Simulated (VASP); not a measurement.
# Br: relaxation of cell and atoms with PBE

Br:

```xyz
4
Lattice="4.2161 -2.1308 0.0000 4.2161 2.1308 0.0000 0.0000 0.0000 8.7079" Properties=species:S:1:pos:R:3 pbc="T T T"
Br    4.2161   -1.5231    1.0304
Br    4.2161   -0.6076    5.3844
Br    4.2161    1.5231    7.6774
Br    4.2161    0.6076    3.3235
```

| Item | Value |
| --- | --- |
| Program | VASP 6.6.1 |
| Task | relaxation of cell and atoms |
| Functional | PBE |
| Potentials or basis | VASP PAW PBE potentials, release 64 (Br) |
| Cutoff | 600 eV |
| k mesh | 8 × 8 × 4 |
| Occupations | gaussian, width 0.03 eV |
| Spin | no spin polarisation |
| Further INCAR settings | ALGO = Normal; EDIFF = 1e-07; IBRION = 2; EDIFFG = -0.005; NSW = 90; ISIF = 3 |

```yaml
Relaxed_volume: 40.32 Å³/atom
Relaxed_cell: a = 4.834 Å, b = 4.834 Å, c = 8.714 Å, α = 90.00°, β = 90.00°, γ = 52.39°
Space_group_after_relaxing_to_0.05_Å: Cmce (No. 64)
Energy_gained_by_relaxing: 0.2 meV/atom
Ionic_steps: 20
Pressure_after_relaxing: 0.0 GPa
Band_gap_on_the_k_mesh: 1.36 eV, direct
```

Step by step:
| step | energy change (eV) | largest force (eV/Å) | pressure (GPa) | volume (Å³) |
| --- | --- | --- | --- | --- |
| 1 | 0.0000 | 0.0051 | 0.03 | 156.45 |
| 2 | 0.0000 | 0.0058 | 0.02 | 156.61 |
| 3 | -0.0002 | 0.0078 | 0.00 | 157.09 |
| 4 | -0.0003 | 0.0125 | -0.03 | 158.06 |
| 5 | -0.0003 | 0.0085 | -0.02 | 158.12 |
| 6 | -0.0004 | 0.0049 | 0.00 | 158.30 |
| 7 | -0.0003 | 0.0301 | 0.06 | 158.66 |
| 8 | -0.0004 | 0.0117 | 0.02 | 158.40 |
| 9 | -0.0004 | 0.0114 | 0.02 | 158.50 |
| 10 | -0.0004 | 0.0116 | 0.02 | 158.81 |
| 11 | -0.0005 | 0.0122 | 0.02 | 159.42 |
| 12 | -0.0005 | 0.0146 | 0.02 | 160.66 |
| 13 | -0.0005 | 0.0195 | -0.06 | 161.29 |
| 14 | -0.0005 | 0.0077 | -0.02 | 160.96 |
| 15 | -0.0006 | 0.0065 | -0.01 | 160.98 |
| 16 | -0.0007 | 0.0090 | 0.02 | 161.06 |
| 17 | -0.0007 | 0.0239 | 0.07 | 161.22 |
| 18 | -0.0008 | 0.0136 | 0.03 | 161.12 |
| 19 | -0.0008 | 0.0065 | 0.02 | 161.20 |
| 20 | -0.0008 | 0.0002 | 0.00 | 161.28 |

Final structure:
```cif
data_structure
_symmetry_space_group_name_H-M 'P 1'
_symmetry_Int_Tables_number 1
_cell_length_a 4.8335
_cell_length_b 4.8335
_cell_length_c 8.7144
_cell_angle_alpha 90.000
_cell_angle_beta 90.000
_cell_angle_gamma 52.388
_cell_volume 161.28
loop_
_atom_site_label
_atom_site_type_symbol
_atom_site_fract_x
_atom_site_fract_y
_atom_site_fract_z
_atom_site_occupancy
Br1 Br 0.85821 0.14179 0.11836 1
Br2 Br 0.64179 0.35821 0.61836 1
Br3 Br 0.14179 0.85821 0.88164 1
Br4 Br 0.35821 0.64179 0.38164 1
```

Levels at points of the mesh, in eV from the valence-band top:
```
           k point  band 10  band 11  band 12  band 13  band 14  band 15  band 16  band 17  band 18
(0.00, 0.00, 0.00)    -1.81    -1.30    -0.77    -0.44     0.00     1.36     2.24     5.32     6.54
(0.50, 0.00, 0.00)    -2.14    -1.20    -1.20    -0.61    -0.61     2.38     2.38     6.97     6.97
(0.50, 0.50, 0.00)    -1.89    -1.32    -1.31    -0.45    -0.06     1.38     2.20     7.18     7.83
(0.00, 0.00, 0.50)    -1.80    -1.02    -1.02    -0.33    -0.33     1.67     1.67     5.92     5.92
(0.50, 0.00, 0.50)    -2.16    -0.63    -0.63    -0.10    -0.10     1.83     1.83     7.23     7.23
(0.50, 0.50, 0.50)    -1.85    -1.04    -1.04    -0.58    -0.58     1.68     1.68     8.14     8.14
```

Run time: 26 min on 1 thread of Intel(R) Xeon(R) Platinum 8488C (Sapphire Rapids) (shared host), peak memory 0.46 GiB.

A k mesh can miss the band edges. Zero-point motion and thermal expansion aren't in these numbers.
